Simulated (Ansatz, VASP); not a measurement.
## Sc: VASP beside Ansatz

File INCAR:

```
SYSTEM = Sc
PREC = Accurate ; ENCUT = 520
EDIFF = 1E-6 ; ISMEAR = -1
SIGMA = 0.08 ; LREAL = .False.
LASPH = .True. ; NELM = 80
ALGO = Normal ; ISIF = 2
LWAVE = .False. ; LCHARG = .True.
GGA = CA ; LELF = .True.
LVHAR = .True. ; NBANDS = 12
```

Contents of KPOINTS:

```
Automatic mesh
0
Gamma
  13 13 13
  0 0 0
```

File POSCAR:

```
Sc
1.0
   -0.0349026931      2.3093948582      2.3093948582
    2.3093948582     -0.0349026931      2.3093948582
    2.3093948582      2.3093948582     -0.0349026931
Sc
1
Direct
    0.0000000000      0.0000000000      0.0000000000
```

Input for Ansatz:

```yaml
crystal:
  lattice:
    - [-0.0349026931, 2.3093948582, 2.3093948582]
    - [2.3093948582, -0.0349026931, 2.3093948582]
    - [2.3093948582, 2.3093948582, -0.0349026931]
  atoms:
    - { symbol: Sc, position: [0.0, 0.0, 0.0] }
kpoints:
  mp_grid: { grid: [13, 13, 13] }
scf:
  occupations: { method: fermi_dirac, width: 0.08 }
hamiltonian:
  xc: lda
  pseudopotentials: { kind: all_electron, lapw: { basis_error: 0.00025 } }
output:
  forces: true
  stress: true
  eigenvalues: true
```

Change from the starting cell: equal xy, yz and zx shear strains of -1.5 %.

Alike in both runs: task single point; functional LDA; k mesh 13 × 13 × 13; occupations fermi-dirac, width 0.08 eV; no spin polarisation.

```csv
,VASP,Ansatz
version,VASP 6.6.1,Ansatz 0.2.0
potentials or method,"VASP PAW LDA potentials, release 64 (Sc_sv)","all-electron LAPW, scalar-relativistic"
plane-wave cutoff (eV),520,see its input
```

VASP gave:

* pressure (GPa): -5.5
* largest component of the traceless stress (GPa): 0.44

**Question.** Estimate Ansatz's values.

**Answer.** Pressure (GPa): -5.6; largest component of the traceless stress (GPa): 0.44.

Ansatz ran all-electron here, so the differences hold the error of VASP's frozen core and of both bases.
